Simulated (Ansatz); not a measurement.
# Stack of 1T-PtSSe under 1T-SnS2, shifted by two thirds of the diagonal in a perpendicular field, part 2 of 2

Aim: how the stack of 1T-PtSSe under 1T-SnS2, shifted by two thirds of the diagonal screens a field along its normal, and what the field does to its bands. A positive field points along +c.

Ansatz 0.2.0; plane-wave DFT, PBE-D3(BJ), Ansatz PAW.

So far. Step 2 (Relaxing the slab): The lattice constant a goes from 3.680 to 3.641 Å.

### Step 3. Single point, field 0, start network

A sawtooth potential applies the field, turning back in the middle of the vacuum. With the dipole correction the typed value is the field outside the slab. The induced dipole is small, so the SCF threshold is tight.

The cell differs from the one that the last finished run ended in (c 44.838 → 27.063 Å).

Contents of input.yaml:

```yaml
crystal:
  lattice:
    - [3.6407768574, 0.0, 0.0]
    - [-1.8203884287, 3.153005248, 0.0]
    - [0.0, 0.0, 27.062658906]
  atoms:
    - { symbol: Se, position: [0.6666666667, 0.3333333333, 0.3325615577] }
    - { symbol: Pt, position: [0.0, 0.0, 0.3821420807] }
    - { symbol: S, position: [0.3333333333, 0.6666666667, 0.4266631426] }
    - { symbol: S, position: [0.3333333333, 0.6666666667, 0.5571349008] }
    - { symbol: Sn, position: [0.6666666667, 0.3333333333, 0.6122907808] }
    - { symbol: S, position: [0.0, 0.0, 0.6674384423] }
kpoints:
  mp_grid: { grid: [18, 18, 1] }
  band_path:
    path: [[0, 0, 0], [0.5, 0, 0], [0.33333333, 0.33333333, 0], [0, 0, 0]]
    npoints: 16
hamiltonian:
  xc: pbe
  dispersion: d3bj
scf:
  occupations: { method: fermi_dirac, width: 0.02585 }
  convergence: { dr2_threshold: 1.0e-10 }
efield:
  axis: 3
  dipole_correction: true
  ramp_position: 0.97
  ramp_width: 0.06
  amplitude: 0
output:
  dos: { projected: true, e_range: [-6, 5] }
  write_potential: true
  write_density: true
  volumetric_format: npy
  elf: true
```

Command:

```bash
ansatz run input.yaml --threads 2 --pin off --max-ram 3072MiB --backend cpu --events-out ev --progress --plain --runs-dir out
```

Numbers of over 12 decimals in the logs are rounded to 6 here.

The program printed:

```text
[...]
Crystal: 6 atoms, lattice volume = 310.663 Å³
Basis set: ecut = 420 eV, 5995 PW (Γ)
Bands: 40, of which v1, the nominal top of the filled ones, is band 33 counted from 1 (32 counted from 0)
Symmetry: 6 space group operations
[...]
k-points: 37 of 324 (time reversal used)
[...]
SCF iter   1: F=—  HF=-26726.433903 eV  |F-HF|=—  |Δ(HF+E_count)|=         —  Δρ=1.51e-3  dr2=2.32e-2  ethr=1.77e-3  p=-0.058 e·Å  D=-3.36e-2 V/Å  ΔV_dip=0.91 eV  dr2_dipole=3.52e-3  V_vac-E_F(+/−)=5.69/4.78 eV  ⟨swp⟩=11.2  Hψ=7490  notcnv=0  defer=3
efield: sawtooth ramp at fractional position 0.9700 (set: `efield.ramp_position`, or a place that a band, a saddle search or an elastic batch's reference lends), width 0.0600; the density the first Hamiltonian is built on has a dipole p = -0.058 e·Å; the dipole correction subtracts the counter field D = -3.36e-2 V/Å, which shifts the + side's vacuum level by +0.91 eV against the − side's; the planar-averaged density in the ramp window peaks in size at 8.6e-6 e/Å³
[...]
SCF iter   2: F=—  HF=-26726.438353 eV  |F-HF|=—  |Δ(HF+E_count)|=   4.45e-3  Δρ=1.46e-3  dr2=4.14e-2  ethr=3.52e-5  p=-0.035 e·Å  D=-2.02e-2 V/Å  ΔV_dip=0.55 eV  dr2_dipole=5.48e-3  V_vac-E_F(+/−)=5.63/5.08 eV  ⟨swp⟩=3.5  Hψ=3215  notcnv=0  defer=90
[...]
SCF iter  12: F=-26726.434887 eV  HF=-26726.434887 eV  |F-HF|=1.82e-11  |Δ(HF+E_count)|=  4.66e-10  Δρ=7.54e-8  dr2=1.95e-11  ethr=1.00e-12  p=-0.043 e·Å  D=-2.48e-2 V/Å  ΔV_dip=0.67 eV  dr2_dipole=1.06e-13  V_vac-E_F(+/−)=5.65/4.98 eV  ⟨swp⟩=10.8  Hψ=4541  notcnv=0
SCF 1 converged in 12 iterations: F = -26726.434887 eV  dr2 = 1.95e-11
[...]
NSCF: frozen V_eff on 49 k-points
efield: sawtooth ramp at fractional position 0.9700 (kept from the solve that this one continues, or follows in the run), width 0.0600; the density the first Hamiltonian is built on has a dipole p = -0.043 e·Å; the dipole correction subtracts the counter field D = -2.48e-2 V/Å, which shifts the + side's vacuum level by +0.67 eV against the − side's; the planar-averaged density in the ramp window peaks in size at 7.0e-6 e/Å³
[...]
SCF converged after 12 iterations
Free energy (F): -26726.434887 eV
[...]
Internal energy: -26726.434887 eV  (E = F + TS)
E sigma→0 (E₀):  -26726.434887 eV
Fermi energy:    0.672806 eV
Dipole field:    D = -0.024840 V/Å  (p = -0.042646 e·Å, saw-weighted, corrected)
Work function:   Φ+ = 5.6500 eV   Φ− = 4.9778 eV
Levels:          The Fermi level and band energies are counted from a zero that moves with the ramp; work functions are not
[...]
--- Band table (eV; the first three rows and the last of 37) ---
  k-point 0: bands = [... 29 lower, -0.4850, -0.3815, -0.1135, -0.1135, 2.1545, 3.1056, 3.1056, 3.4999, ... 3 higher]
  k-point 1: bands = [... 29 lower, -0.4465, -0.4363, -0.1019, -0.0197, 2.3020, 2.8769, 3.0503, 3.7029, ... 3 higher]
  k-point 2: bands = [... 29 lower, -0.4292, -0.4082, -0.0881, 0.0928, 2.3666, 2.5605, 2.9161, 4.1077, ... 3 higher]
  k-point 36: bands = [... 29 lower, -1.2287, -1.1237, -0.9801, -0.6028, 1.7249, 2.0829, 2.3311, 5.5557, ... 3 higher]
```

Wall time 77 s (2 threads of Arm Neoverse N1, shared host); peak memory 0.83 GiB; 2.5 min of CPU time.

Reading the cycles: dr2 is the Hartree energy of the density residual (eV), the measure of convergence; HF is the Harris–Foulkes estimate of the energy, which meets the free energy F at convergence.

This step gave:

```yaml
gap_on_the_k_mesh: 0.9795 eV
dipole_along_the_normal: -0.04265 e·Å
gap_along_the_path: 0.9815 eV
smallest_direct_gap_along_the_path: 1.531 eV
step_between_the_vacuum_levels: 0.6722 eV
ionisation_energy_upper_face: 6.165 eV
electron_affinity_upper_face: 5.183 eV
ionisation_energy_lower_face: 5.493 eV
gap_the_smaller_of_path_and_mesh: 0.9795 eV
```

Running mean over a fixed 2.7 Å (it still follows the layers) of the planar mean; the ramp of the sawtooth is left out. Electron's electrostatic potential energy less the Fermi level against z:

| z (Å) | electron's electrostatic potential energy less the Fermi level (eV) |
| --- | --- |
| 3.5 | 4.98 |
| 4.0 | 4.98 |
| 4.5 | 4.98 |
| 5.0 | 4.97 |
| 5.5 | 4.97 |
| 6.0 | 4.93 |
| 6.5 | 4.78 |
| 7.0 | 4.13 |
| 7.5 | 2.73 |
| 8.0 | 1.03 |
| 8.5 | -1.29 |
| 9.0 | -4.44 |
| 9.5 | -7.30 |
| 10.0 | -8.65 |
| 10.5 | -9.00 |
| 11.0 | -8.14 |
| 11.5 | -5.38 |
| 12.0 | -1.95 |
| 12.5 | 0.868 |
| 13.0 | 2.75 |
| 13.5 | 3.02 |
| 14.0 | 1.54 |
| 14.5 | -0.443 |
| 15.0 | -2.23 |
| 15.5 | -3.49 |
| 16.0 | -4.41 |
| 16.5 | -4.63 |
| 17.0 | -4.51 |
| 17.5 | -3.80 |
| 18.0 | -2.59 |
| 18.5 | -0.935 |
| 19.0 | 1.13 |
| 19.5 | 3.24 |
| 20.0 | 4.91 |
| 20.5 | 5.49 |
| 21.0 | 5.62 |
| 21.5 | 5.64 |
| 22.0 | 5.65 |
| 22.5 | 5.65 |
| 23.0 | 5.65 |
| 23.5 | 5.65 |

The density of states has structure finer than the step of the table below, so its rows give means over 0.2 eV, whole bins alone (the curve runs from -6 to 2.46 eV). Peaks (eV: height): -5.64: 11.1, -5.12: 9.72, -4.35: 15.0, -2.83: 16.2, -1.84: 10.2, -0.54: 10.1, 1.72: 10.9.

Density of states against energy, zero at the Fermi level of the run, which the smearing sets inside the gap; means over each step:

energy (eV), density of states (states/eV a cell) and a bar:
```
     -5.8        2.5 ########
     -5.6        7.5 #########################
     -5.4        3.9 #############
     -5.2        6.2 ####################
     -5.0        3.5 ############
     -4.8        2.9 ##########
     -4.6        3.0 ##########
     -4.4        7.6 #########################
     -4.2        3.2 ###########
     -4.0        5.1 #################
     -3.8        4.8 ################
     -3.6        4.0 #############
     -3.4        3.4 ###########
     -3.2        5.0 ################
     -3.0        3.7 ############
     -2.8        9.1 ##############################
     -2.6        3.7 ############
     -2.4        2.6 #########
     -2.2        4.6 ###############
     -2.0        6.6 ######################
     -1.8        7.5 #########################
     -1.6        5.6 ##################
     -1.4        6.7 ######################
     -1.2        6.5 #####################
     -1.0        3.4 ###########
     -0.8        3.0 ##########
     -0.6        3.5 ###########
     -0.4        0.0 
     -0.2        0.0 
      0.0        0.0 
      0.2        0.0 
      0.4        0.0 
      0.6        0.7 ##
      0.8        0.8 ###
      1.0        3.9 #############
      1.2        3.8 #############
      1.4        4.4 ###############
      1.6        4.1 ##############
      1.8        7.0 #######################
      2.0        4.3 ##############
      2.2        1.0 ###
```

Projected DOS per atom over height of the atomic layer and energy from the Fermi level. Layers: Se Pt S S Sn S from below.

Ten even steps from '0' (0.00 states/eV) to '9' (3.75 states/eV), each cell a mean:
```
000000
333111
222111
222000
000000
000000
000000
001000
213000
323303
111505
232505
111101
291101
030212
020212
151111
252101
121101
121111
262000
272000
```
Columns: height of the atomic layer (Å) from 9 to 18.1 (not evenly spaced); rows upwards: energy from the Fermi level (eV) from -5.96 to 2.41.

Electronic bands along the path, in eV, zero at the Fermi level of the run, which the smearing sets inside the gap:

| point | band 30 | band 31 | band 32 | band 33 | band 34 | band 35 | band 36 | band 37 |
| --- | --- | --- | --- | --- | --- | --- | --- | --- |
| Γ | -1.16 | -1.05 | -0.79 | -0.79 | 1.48 | 2.43 | 2.43 | 2.83 |
| halfway | -1.24 | -1.16 | -1.03 | -0.72 | 0.92 | 1.54 | 2.00 | 3.91 |
| M | -2.52 | -2.12 | -1.51 | -1.36 | 0.47 | 1.93 | 2.18 | 3.68 |
| halfway | -1.99 | -1.85 | -1.68 | -1.31 | 1.21 | 1.38 | 1.81 | 4.64 |
| K | -1.90 | -1.80 | -1.65 | -1.28 | 1.05 | 1.41 | 1.66 | 4.88 |
| halfway | -1.58 | -1.50 | -1.25 | -0.57 | 1.21 | 1.36 | 1.84 | 4.54 |
| Γ | -1.16 | -1.05 | -0.79 | -0.79 | 1.48 | 2.43 | 2.43 | 2.83 |

Valence density in the ca plane at fractional y = 0.000, with atoms of Pt and S within 0.2 Å of it. It is the smooth field of the valence electrons, not physical close to the nuclei.

Ten steps, logarithmic in the rise over the least value, from '0' (0 e/Å³) to '9' (11 e/Å³), each cell a mean:
```
00124799863100000000000112454443100000000000
00123577742100000000111112344442100000000000
01122344432210000011222222233321000000000000
01223222222211000012232222222110000000000000
11233222223221000122333332211100000000000000
11233222223221000112333332211100000000000000
01222333332210000012222222222211000000000000
00123456542110000001111112344432000000000000
00123689853100000000000112454543100000000000
00124799973100000000000013442453100000000000
```
Columns run along c (16.0 Å, from fractional 0.29 to 0.88 of the cell), rows up along a (3.6 Å). Atoms in or near the plane, at fractional coordinates: Pt at (0.38, 0.00), S at (0.67, 0.00).

ELF in the ca plane at fractional y = 0.000, with atoms of Pt and S within 0.2 Å of it. It is the smooth field of the valence electrons, not physical close to the nuclei.

Ten even steps from '0' (0.00) to '9' (0.81), each cell a mean:
```
00000000000000000001246888642100000000000269
00000000000000000012334675332100000112111259
00000000000000001245554343344320002456542236
00000000000000013577775323577651014789863223
00000000000000125788875213678862016899973222
00000000000000024688775323678762015899963222
00000000000000012456664333466531003677753235
00000000000000000123443454333210001233322248
00000000000000000001235787532100000000000269
00000000000000000001247888742100000000000269
```
Columns run along c (16.0 Å, from fractional 0.06 to 0.65 of the cell), rows up along a (3.6 Å). Atoms in or near the plane, at fractional coordinates: Pt at (0.38, 0.00).

Electrostatic potential energy in the ca plane at fractional y = 0.000, with atoms of Pt and S within 0.2 Å of it. With pseudopotentials it is smooth inside the atoms' cores, unlike the true potential.

Ten even steps from '0' (-39 eV) to '9' (6 eV), each cell a mean:
```
99999999999999999999971000179999999999999986
99999999999999999999984101589999999999999887
99999999999999999999888656889999999999988888
99999999999999999998888888888999999998887778
99999999999999999998778999888999999988887667
99999999999999999998788999888999999988887678
99999999999999999999888878889999999999888778
99999999999999999999986323789999999999998888
99999999999999999999972000389999999999999986
99999999999999999999970000179999999999999985
```
Columns run along c (16.0 Å, from fractional 0.06 to 0.65 of the cell; values clipped at the 3rd and 97th percentile), rows up along a (3.6 Å). Atoms in or near the plane, at fractional coordinates: Pt at (0.38, 0.00).

The gap is 0.98 eV, with the valence edge 6.16 eV and the conduction edge 5.18 eV under the upper vacuum level. Spin-orbit coupling, left out in this run, matters for the bands of elements this heavy.

### Step 4. Atoms held, field 0.1 V/Å

input.yaml, as its differences from that of step 3:

```diff
@@ -26,7 +26,6 @@
   dipole_correction: true
-  ramp_position: 0.97
-  ramp_width: 0.06
-  amplitude: 0
+  ramp_position: 0.9538
+  ramp_width: 0.0868
+  amplitude: 0.1
 output:
-  dos: { projected: true, e_range: [-6, 5] }
   write_potential: true
@@ -34,2 +33 @@
   volumetric_format: npy
-  elf: true
```

The program printed:

```text
[...]
Crystal: 6 atoms, lattice volume = 310.663 Å³
Basis set: ecut = 420 eV, 5995 PW (Γ)
Bands: 40, of which v1, the nominal top of the filled ones, is band 33 counted from 1 (32 counted from 0)
Symmetry: 6 space group operations
[...]
k-points: 37 of 324 (time reversal used)
[...]
k-point 0: bands = [... 29 lower, -0.4154, -0.4154, -0.1847, -0.1847, 2.2239, 3.0329, 3.0329, 3.5697, ... 3 higher]
  k-point 1: bands = [... 29 lower, -0.4879, -0.3774, -0.1729, -0.0819, 2.3716, 2.8042, 2.9777, 3.7726, ... 3 higher]
  k-point 2: bands = [... 29 lower, -0.4995, -0.3396, -0.1589, 0.0360, 2.2941, 2.6297, 2.8434, 4.1777, ... 3 higher]
  k-point 36: bands = [... 29 lower, -1.1937, -1.0560, -1.0481, -0.6439, 1.6501, 2.0596, 2.3531, 5.6119, ... 3 higher]
[key lines of the parts left out:]
SCF converged after 17 iterations
Free energy (F): -26726.433704 eV
Fermi energy:    0.680159 eV
Dipole field:    D = 0.011079 V/Å  (p = 0.019020 e·Å, saw-weighted, corrected)
```

Wall time 90 s (2 threads); peak memory 0.82 GiB.

The dipole is 0.0190 e·Å, 0.0617 e·Å from its value without field, and the gap 1.102 eV.

### Step 5. Atoms held, field -0.1 V/Å

input.yaml, as its differences from that of step 4:

```diff
@@ -28,3 +28,3 @@
   ramp_width: 0.0868
-  amplitude: 0.1
+  amplitude: -0.1
 output:
```

The program printed:

```text
[...]
Crystal: 6 atoms, lattice volume = 310.663 Å³
Basis set: ecut = 420 eV, 5995 PW (Γ)
Bands: 40, of which v1, the nominal top of the filled ones, is band 33 counted from 1 (32 counted from 0)
Symmetry: 6 space group operations
[...]
k-points: 37 of 324 (time reversal used)
[...]
k-point 0: bands = [... 29 lower, -0.5520, -0.3319, -0.0385, -0.0385, 2.0875, 3.1816, 3.1816, 3.4328, ... 3 higher]
  k-point 1: bands = [... 29 lower, -0.5134, -0.3757, -0.0270, 0.0473, 2.2349, 2.9529, 3.1263, 3.6358, ... 3 higher]
  k-point 2: bands = [... 29 lower, -0.4749, -0.3541, -0.0133, 0.1544, 2.4397, 2.4963, 2.9921, 4.0400, ... 3 higher]
  k-point 36: bands = [... 29 lower, -1.2688, -1.1966, -0.9008, -0.5505, 1.8031, 2.0716, 2.3495, 5.4991, ... 3 higher]
[key lines of the parts left out:]
SCF converged after 17 iterations
Free energy (F): -26726.442231 eV
Fermi energy:    0.669247 eV
Dipole field:    D = -0.060714 V/Å  (p = -0.104236 e·Å, saw-weighted, corrected)
```

Elapsed: 92 s, on 2 threads; peak memory 0.82 GiB; 3 min of CPU time.

The dipole is -0.104 e·Å, -0.0616 e·Å from its value without field, and the gap 0.854 eV.

### Step 6. Response, atoms held

This step: plane-wave DFT, PBE-D3(BJ), Ansatz PAW; response to a field along the normal, atoms held (Ansatz 0.2.0).

The dipoles give the slope, and the difference of two potentials shows where the field is screened.

Numbers from this step:

- equivalent conductor thickness p/(ε₀AE): 9.715 Å
- distance between the outer atoms: 9.063 Å

Dipole of the cell against applied field:

| applied field (V/Å) | dipole of the cell (e·Å) |
| --- | --- |
| -0.1000 | -0.104 |
| 0.0000 | -0.0426 |
| 0.1000 | 0.0190 |

Local field over the applied field, running mean. From the potentials at -0.1 and 0.1 V/Å; running mean over 2.8 Å. Table of local field over applied field by z:

| z (Å) | local field over applied field |
| --- | --- |
| 4.5 | 0.997 |
| 5.0 | 0.993 |
| 5.5 | 0.981 |
| 6.0 | 0.950 |
| 6.5 | 0.884 |
| 7.0 | 0.768 |
| 7.5 | 0.619 |
| 8.0 | 0.456 |
| 8.5 | 0.294 |
| 9.0 | 0.159 |
| 9.5 | 0.0695 |
| 10.0 | 0.0294 |
| 10.5 | 0.0300 |
| 11.0 | 0.0712 |
| 11.5 | 0.158 |
| 12.0 | 0.267 |
| 12.5 | 0.368 |
| 13.0 | 0.428 |
| 13.5 | 0.432 |
| 14.0 | 0.383 |
| 14.5 | 0.288 |
| 15.0 | 0.189 |
| 15.5 | 0.115 |
| 16.0 | 0.0723 |
| 16.5 | 0.0567 |
| 17.0 | 0.0703 |
| 17.5 | 0.115 |
| 18.0 | 0.200 |
| 18.5 | 0.328 |
| 19.0 | 0.489 |
| 19.5 | 0.654 |
| 20.0 | 0.802 |
| 20.5 | 0.910 |
| 21.0 | 0.966 |
| 21.5 | 0.988 |
| 22.0 | 0.996 |
| 22.5 | 0.999 |

Electrons, planar mean, per unit field. Induced electron density against z:

| z (Å) | induced electron density (e/Å³ per V/Å) |
| --- | --- |
| 5 | 2.7e-5 |
| 6 | 2.1e-4 |
| 7 | 0.00125 |
| 8 | 0.00330 |
| 9 | 0.00108 |
| 10 | -1.5e-4 |
| 11 | -1.8e-4 |
| 12 | -0.00181 |
| 13 | -0.00126 |
| 14 | 0.00262 |
| 15 | 8.5e-4 |
| 16 | -9.6e-4 |
| 17 | 8.9e-4 |
| 18 | -0.00107 |
| 19 | -0.00357 |
| 20 | -0.00101 |
| 21 | -1.2e-4 |
| 22 | -1.2e-5 |

The smaller of the gaps on the path and on the k-mesh, counted as 0 under 0.03 eV. Gap against applied field:

| applied field (V/Å) | gap (eV) |
| --- | --- |
| -0.1000 | 0.854 |
| 0.0000 | 0.980 |
| 0.1000 | 1.10 |

By hand: between -0.1 and 0.1 V/Å the dipole changes by 0.1233 e·Å, a slope of 0.6163 e·Å²/V. A perfect conductor of thickness t has p = ε₀AEt, so t = 180.95 × 0.6163 / 11.479 = 9.71 Å (e/ε₀ = 180.95 V·Å, A in Å²).

The induced dipole is that of a conductor 9.71 Å thick.

### Step 7. Outcome

```json
{
 "gap without field": "0.979 eV",
 "ionisation energy, upper face": "6.16 eV",
 "electron affinity, upper face": "5.18 eV",
 "step between the vacuum levels": "0.672 eV",
 "equivalent conductor thickness, atoms held": "9.71 Å"
}
```

In words: The induced dipole equals that of a perfect conductor 9.71 Å thick, while the outer atoms lie 9.06 Å apart; an out-of-plane ε follows only once a thickness t is chosen, by 1 − 1/ε = 9.71 Å / t. The two faces differ: the vacuum level above lies 0.67 eV higher than the one below. The gap goes from 0.98 eV to 0.85 eV at -0.1 V/Å. With the field reversed the gap is 1.10 eV at 0.1 V/Å. Semilocal functionals give gaps that are too small, and excitons are not included. Spin-orbit coupling is left out, which matters for the bands of elements this heavy.

[Logs are printed without paths, hosts, clocks, repeated set-up lines and the standing remarks that a program may print on its own settings, such as how far it seeks lower states.]

[Hosts, paths, dates, database ids (printed as entryN), source tags and the programs' standing remarks are cut or masked in the printed files.]

[Maps of the electrostatic potential energy from Ansatz leave out the sawtooth potential of an applied field or a dipole correction, so their vacuum need not be flat; planar profiles and work functions include it.]

[The density of states shown here was stored with 400 of the rows of the run's finer table, so its peaks can read low, often by over a quarter, or be missed, and its means over a window can be off by a tenth or more.]
